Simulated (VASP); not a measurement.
# How uniaxial stress along [0001] changes ZnO (P6_3mc)

How do the elastic response and the band edges of ZnO follow uniaxial stress along [0001]?

Method: LDA; plane waves and PAW (Zn, O), in the first sound run; inputs show where later runs differ, in VASP 6.6.1.

Most raw output is cut from this account.

## (1) Set-up

The structure is hexagonal, space group P6_3mc (No. 186). The conventional cell has a = 3.250 Å, b = 3.250 Å, c = 5.207 Å, α = 90.00°, β = 90.00°, γ = 120.00°. Zn has 4 O at 1.97 to 1.99 Å nearest. Nearest to O lie 4 Zn at 1.97 to 1.99 Å. Farther neighbours and most contacts between anions are not listed.

## (2) Relax the crystal, LDA

The series starts from the cell that this level prefers, so that zero strain is near zero stress.

This step took 2 runs in a row; the last is shown.

Level: LDA; plane waves and PAW (Zn, O).

Contents of INCAR:

```
SYSTEM = ZnO
PREC = Accurate
ENCUT = 600
EDIFF = 1E-07
NELM = 120
ISMEAR = 0
SIGMA = 0.02
LREAL = .FALSE.
ALGO = Normal
GGA = CA
NBANDS = 24
LASPH = .TRUE.
LORBIT = 11
LWAVE = .FALSE.
LCHARG = .FALSE.
KPAR = 8
IBRION = 2
NSW = 40
ISIF = 3
EDIFFG = -0.005
POTIM = 0.4
```

Contents of POSCAR:

```
ZnO
1.0
    3.1937689546      0.0000000000      0.0000000000
   -1.5968844773      2.7658850482      0.0000000000
    0.0000000000      0.0000000000      5.1629500690
Zn O
2 2
Direct
    0.3333333333      0.6666666667      0.0017855570
    0.6666666667      0.3333333333      0.5017855570
    0.3333333333      0.6666666667      0.3802144430
    0.6666666667      0.3333333333      0.8802144430
```

Contents of KPOINTS:

```
Automatic mesh
0
Gamma
11 11 6
0 0 0
```

PAW data sets: Zn and O (LDA family, release 64).

Launch:

```
> mpirun -np 8 vasp_std
```

The job ended after 6.8 s (8 MPI ranks of Intel Xeon 6975P-C (Granite Rapids), shared host; peak memory 1.7 GiB; 49 s of CPU time).

Numbers from this step:

```
energy(sigma→0) of the program : -21.1634 eV
stress, compression positive   : xx, yy, zz 0.05, 0.05, 0.07 GPa
volume                         : 45.607 Å³
ionic steps                    : 1
```

## (3) Strain across the axis, LDA

One member in full: the axis is strained by -0.5 %, and the two directions across it are strained alike until their mean stress is under 0.012 GPa or five steps are spent.

This step took 3 runs, each at a new trial strain with the atoms of the one before; the last is shown.

Level: LDA; plane waves and PAW (Zn, O).

INCAR: that of step 2 with these lines changed.

```diff
@@ -15,7 +15,7 @@
 LCHARG = .FALSE.
-KPAR = 8
-IBRION = 2
-NSW = 40
-ISIF = 3
-EDIFFG = -0.005
-POTIM = 0.4
+KPAR = 2
+IBRION = 1
+NSW = 25
+ISIF = 2
+EDIFFG = -0.004
+POTIM = 0.3
```

Contents of POSCAR:

```
ZnO
1.0
    3.1997664980      0.0000000000      0.0000000000
   -1.5998832490      2.7710790730      0.0000000000
    0.0000000000      0.0000000000      5.1371353190
Zn O
2 2
Direct
    0.3333333333      0.6666666667      0.0008235928
    0.6666666667      0.3333333333      0.5008235928
    0.3333333333      0.6666666667      0.3811764072
    0.6666666667      0.3333333333      0.8811764072
```

KPOINTS is that of step 2.

Launch:

```
> mpirun -np 2 vasp_std
```

The job ended after 19 s (2 MPI ranks; peak memory 0.37 GiB; 38 s of CPU time).

Numbers from this step:

| Property | Result |
| --- | --- |
| energy(sigma→0) of the program | -21.1627 eV |
| stress, compression positive | xx, yy, zz -0.01, -0.01, 0.74 GPa |
| ionic steps | 1 |

## (4) Band edges, TB-mBJ with spin-orbit coupling

Short lines in KPOINTS_OPT sample the zone centre along and across the axis, for masses, and the other valleys.

Level: TB-mBJ, spin-orbit coupling; plane waves and PAW (Zn, O).

TB-mBJ has no energy functional, so the total energy, stress and pressure in this output mean nothing.

Contents of INCAR:

```
SYSTEM = ZnO
PREC = Accurate
ENCUT = 600
EDIFF = 1E-06
NELM = 150
ISMEAR = 0
SIGMA = 0.02
LREAL = .FALSE.
ALGO = Normal
METAGGA = MBJ
LASPH = .TRUE.
LNONCOLLINEAR = .TRUE.
MAGMOM = 0 0 0 0 0 0 0 0 0 0 0 0
NBANDS = 46
GGA_COMPAT = .FALSE.
LSORBIT = .TRUE.
LWAVE = .FALSE.
LCHARG = .FALSE.
KPAR = 2
```

POSCAR is that of step 3.

Contents of KPOINTS:

```
Automatic mesh
0
Gamma
9 9 5
0 0 0
```

Contents of KPOINTS_OPT:

```
Line mode
6
Line-mode
Reciprocal
  0.00000000   0.00000000   0.00000000
  0.00000000   0.00000000   0.04088002

  0.00000000   0.00000000   0.00000000
 -0.02546293   0.01273147   0.00000000

  0.50000000   0.00000000   0.00000000
  0.50000000   0.00000000   0.50000000

  0.33333333   0.33333333   0.00000000
  0.33333333   0.33333333   0.50000000
```

Launch:

```
> mpirun -np 2 vasp_ncl
```

Wall time 9 min (2 MPI ranks); peak memory 1.1 GiB; 18 min of CPU time.

## (5) The table

Runs beyond LDA use the data sets made with LDA; this shifts their levels slightly, and their total energies have another zero (at TB-mBJ, which has no energy functional, they mean nothing).

The other members went through these steps as far as the tables show, with the same cutoff and, step by step, the same mesh; 39 runs are not shown. The session took 3.5 core hours (wall time by ranks) on a shared machine.

| strain along the axis (%) | strain across the axis (%) | stress along the axis, tension positive (GPa) | energy above the unstrained row (meV/atom) | gap on the mesh, LDA (eV) |
| --- | --- | --- | --- | --- |
| -2.000 | 0.714 | -2.871 | 2.304 | 0.843 |
| -1.500 | 0.537 | -2.208 | 1.344 | 0.833 |
| -1.000 | 0.363 | -1.467 | 0.645 | 0.822 |
| -0.500 | 0.188 | -0.741 | 0.191 | 0.811 |
| 0 | 0.011 | -0.051 | 0.000 | 0.800 |
| 0.500 | -0.161 | 0.725 | 0.099 | 0.789 |
| 1.000 | -0.329 | 1.523 | 0.461 | 0.777 |
| 1.500 | -0.502 | 2.344 | 1.117 | 0.764 |
| 2.000 | -0.665 | 3.224 | 2.031 | 0.751 |

Slopes at zero strain, from cubics through all rows: strain ratio -0.348, stress over strain 149 GPa.

Band edges at TB-mBJ with spin-orbit coupling, counted from the valence-band top at Γ, spin-orbit pairs averaged, with one row partly withheld:

| strain along the axis (%) | gap (eV) | conduction band at Γ (eV) | lowest conduction level on M–L (eV) | second valence level below the top (eV) | third valence level below the top (eV) |
| --- | --- | --- | --- | --- | --- |
| -2.000 | 2.593 | 2.593 | 7.398 | 0.060 | 0.182 |
| -1.500 | 2.589 | 2.589 | 7.391 | 0.059 | 0.169 |
| -1.000 | ? | ? | 7.381 | 0.058 | 0.160 |
| -0.500 | 2.578 | 2.579 | 7.372 | 0.056 | 0.152 |
| 0 | 2.571 | 2.571 | 7.360 | 0.055 | 0.143 |
| 0.500 | 2.564 | 2.564 | 7.348 | 0.054 | 0.137 |
| 1.000 | 2.554 | 2.554 | 7.334 | 0.053 | 0.133 |
| 1.500 | 2.544 | 2.544 | 7.320 | 0.051 | 0.130 |
| 2.000 | 2.532 | 2.532 | 7.305 | 0.050 | 0.130 |

Conduction masses, in electron masses:

| strain along the axis (%) | conduction mass at Γ, along the strain axis or the normal of the plane | conduction mass at Γ, across the strain axis or in the plane |
| --- | --- | --- |
| -2.000 | 0.332 | 0.331 |
| -1.500 | 0.331 | 0.330 |
| -1.000 | 0.331 | 0.331 |
| -0.500 | 0.316 | 0.324 |
| 0 | 0.321 | 0.334 |
| 0.500 | 0.323 | 0.337 |
| 1.000 | 0.317 | 0.334 |
| 1.500 | 0.316 | 0.340 |
| 2.000 | 0.311 | 0.335 |

## (6) A fit to the known rows

The quantity to fit is the conduction level at Γ above the mean of the three top valence levels at TB-mBJ with spin-orbit coupling: 2.673, 2.665, 2.648, 2.638, 2.627, 2.616, 2.605, 2.592 eV in the rows shown.

Fitting a parabola to the 8 known rows (e: strain in %) gives E = − 0.001275 e² − 0.02028 e + 2.638 in eV; the residuals are 2.8e-4 eV r.m.s.

For the withheld row, e = -1, the fit gives 2.6568 eV.

## (7) Prediction against calculation

The calculation gives 2.6566 eV, so the prediction is 0.0002 eV too high.

## (8) What came out

| Property | Result |
| --- | --- |
| Poisson ratio | 0.348 |
| Young's modulus along the axis | 149 GPa |
| gap of the unstrained cell, TB-mBJ with spin-orbit coupling | 2.57 eV |
| slope at zero strain of the conduction level at Γ above the mean of the three top valence levels, TB-mBJ with spin-orbit coupling | -20 meV per % |
| error of the predicted row | 0.2 meV |

**Reading.** As a check, the curvature of the energy gives 155 GPa for the same modulus (energy per volume = E/2 × strain²), 4 % from the slope of the stress. The energy also has a linear term worth 0.13 GPa that the stress column lacks, a mark of the finite basis. At TB-mBJ with spin-orbit coupling the lowest conduction valley is Γ throughout, and the gap runs between 2.53 and 2.59 eV. Hole masses are left out throughout, since the top bands are degenerate or cross in many series; of conduction masses, those of the Γ, L and (for Si and Ge under (001) strain) Δ valleys are kept where they change by under an eighth between rows. A measured gap of unstrained ZnO is 3.4 eV (arxiv:0805.4641, fundamental direct gap at Gamma, experimental literature value, temperature not given); the static gaps here belong to the lattice relaxed at LDA. TB-mBJ is a potential fitted for gaps; it has no energy functional, so its total energies and forces mean nothing, and its bands tend to come out too narrow. Temperature, zero-point motion and excitons are left out.

[Lines on the potential files, build, host, timing and source positions are cut from VASP's logs without a mark.]

[Logs are printed without paths, hosts, clocks, repeated set-up lines and the standing remarks that a program may print on its own settings, such as how far it seeks lower states.]

[Hosts, paths, dates, database ids (printed as entryN), source tags and the programs' standing remarks are cut or masked in the printed files.]

[In band tables of VASP the shares of atoms and orbitals are scaled to a sum of 1 inside the atoms' spheres.]
